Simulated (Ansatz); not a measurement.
# Si (P6_3/mmc): how far a G0W0 gap depends on its settings

How well converged is a G0W0 gap of Si, lonsdaleite?

The runs shown are made with Ansatz 0.2.0. G0W0, plane waves. No spin polarisation and no zero-point or thermal motion.

**1. The cell**

The cell was relaxed beforehand with r2SCAN.

It is hexagonal, P6_3/mmc (No. 194); conventional cell a = 3.832 Å, c = 6.341 Å, 20.16 Å³ an atom. Si has 4 Si at 2.35–2.37 Å.

Structure file:

```cif
data_structure
_symmetry_space_group_name_H-M 'P6_3/mmc'
_symmetry_Int_Tables_number 194
_cell_length_a 3.8321
_cell_length_b 3.8321
_cell_length_c 6.3412
_cell_angle_alpha 90.000
_cell_angle_beta 90.000
_cell_angle_gamma 120.000
_cell_volume 80.65
loop_
_atom_site_label
_atom_site_type_symbol
_atom_site_symmetry_multiplicity
_atom_site_Wyckoff_symbol
_atom_site_fract_x
_atom_site_fract_y
_atom_site_fract_z
_atom_site_occupancy
Si1 Si 4 f 0.33333 0.66667 0.56306 1
```

**2. 131 empty bands, 80 eV**

input.yaml

```yaml
crystal:
  lattice:
    - [3.8321296575, 0.0, 0.0]
    - [-1.9160648287, 3.318721634, 0.0]
    - [0.0, 0.0, 6.3412164314]
  atoms:
    - { symbol: Si, position: [0.3333333333, 0.6666666667, 0.0005609359] }
    - { symbol: Si, position: [0.6666666667, 0.3333333333, 0.5005609359] }
    - { symbol: Si, position: [0.3333333333, 0.6666666667, 0.3744390641] }
    - { symbol: Si, position: [0.6666666667, 0.3333333333, 0.8744390641] }
kpoints:
  mp_grid: { grid: [6, 6, 2] }
hamiltonian:
  xc: pbe
scf:
  occupations: { method: fixed }
gw:
  n_empty_bands: 131
  ecut_chi: 80
  qp_bands: [v2, c2]
  qp_kpoints: band_edges
  screening: { model: contour_deformation }
```

Launch:

```bash
> ansatz run input.yaml --threads 2 --pin off --max-ram 3686MiB --backend cpu --events-out ev --progress --plain --runs-dir out
```

**3. 303 empty bands, 140 eV**

Edit input.yaml of step 2 so:

```diff
@@ -17,4 +17,4 @@
 gw:
-  n_empty_bands: 131
-  ecut_chi: 80
+  n_empty_bands: 303
+  ecut_chi: 140
   qp_bands: [v2, c2]
```

**4. 557 empty bands, 210 eV**

Edit input.yaml of step 3 so:

```diff
@@ -17,4 +17,4 @@
 gw:
-  n_empty_bands: 303
-  ecut_chi: 140
+  n_empty_bands: 557
+  ecut_chi: 210
   qp_bands: [v2, c2]
```

**5. A finer mesh, 6×6×4**

Edit input.yaml of step 4 so:

```diff
@@ -11,3 +11,3 @@
 kpoints:
-  mp_grid: { grid: [6, 6, 2] }
+  mp_grid: { grid: [6, 6, 4] }
 hamiltonian:
@@ -17,4 +17,4 @@
 gw:
-  n_empty_bands: 557
-  ecut_chi: 210
+  n_empty_bands: 131
+  ecut_chi: 80
   qp_bands: [v2, c2]
```

**6. A plasmon pole in place of the full frequency dependence**

Edit input.yaml of step 5 so:

```diff
@@ -11,3 +11,3 @@
 kpoints:
-  mp_grid: { grid: [6, 6, 4] }
+  mp_grid: { grid: [6, 6, 2] }
 hamiltonian:
@@ -17,6 +17,6 @@
 gw:
-  n_empty_bands: 131
-  ecut_chi: 80
+  n_empty_bands: 303
+  ecut_chi: 140
   qp_bands: [v2, c2]
   qp_kpoints: band_edges
-  screening: { model: contour_deformation }
+  screening: { model: godby_needs }
```

**7. Norm-conserving pseudopotentials**

Edit input.yaml of step 6 so:

```diff
@@ -14,2 +14,3 @@
   xc: pbe
+  pseudopotentials: { kind: nc }
 scf:
@@ -21,2 +22,2 @@
   qp_kpoints: band_edges
-  screening: { model: godby_needs }
+  screening: { model: contour_deformation }
```

**8. Starting from LDA**

Edit input.yaml of step 7 so:

```diff
@@ -13,4 +13,3 @@
 hamiltonian:
-  xc: pbe
-  pseudopotentials: { kind: nc }
+  xc: lda
 scf:
```

**9. Starting from r2SCAN**

Edit input.yaml of step 8 so:

```diff
@@ -13,3 +13,3 @@
 hamiltonian:
-  xc: lda
+  xc: r2scan
 scf:
```

Q: Predict the outcome of this session. Wanted: for each run, start; potentials; frequencies; empty bands; cutoff; Kohn-Sham gap; G0W0 gap.

As calculated:

| start | potentials | frequencies | empty bands | cutoff (eV) | mesh | Kohn-Sham gap (eV) | G0W0 gap (eV) |
| --- | --- | --- | --- | --- | --- | --- | --- |
| PBE | PAW | full | 131 | 80 | 6×6×2 | 0.42 | 0.78 |
| PBE | PAW | full | 303 | 140 | 6×6×2 | 0.42 | 0.89 |
| PBE | PAW | full | 557 | 210 | 6×6×2 | 0.42 | 0.93 |
| PBE | PAW | full | 131 | 80 | 6×6×4 | 0.42 | 0.78 |
| PBE | PAW | pole | 303 | 140 | 6×6×2 | 0.42 | 0.86 |
| PBE | NC | full | 303 | 140 | 6×6×2 | 0.42 | 0.89 |
| LDA | PAW | full | 303 | 140 | 6×6×2 | 0.32 | 0.84 |
| r2SCAN | PAW | full | 303 | 140 | 6×6×2 | 0.61 | 1.01 |

Gaps are those on each run's own mesh.

**Reading.** With bands and cutoff raised together, from 131 bands at 80 eV to 557 at 210 eV, the gap moves by +0.15 eV, and on the last rung by +0.04 eV; extrapolated in 1/N from the last two rungs, the limit on this k mesh would lie near 1.0 eV. The starting point matters: against PBE, LDA gives -0.05 eV, r2SCAN gives +0.12 eV. The plasmon pole changes the gap by -0.036 eV. Norm-conserving potentials change it by -0.002 eV. On the finer mesh the quasiparticle shift is +0.35 eV, against +0.36 eV on the coarse one.
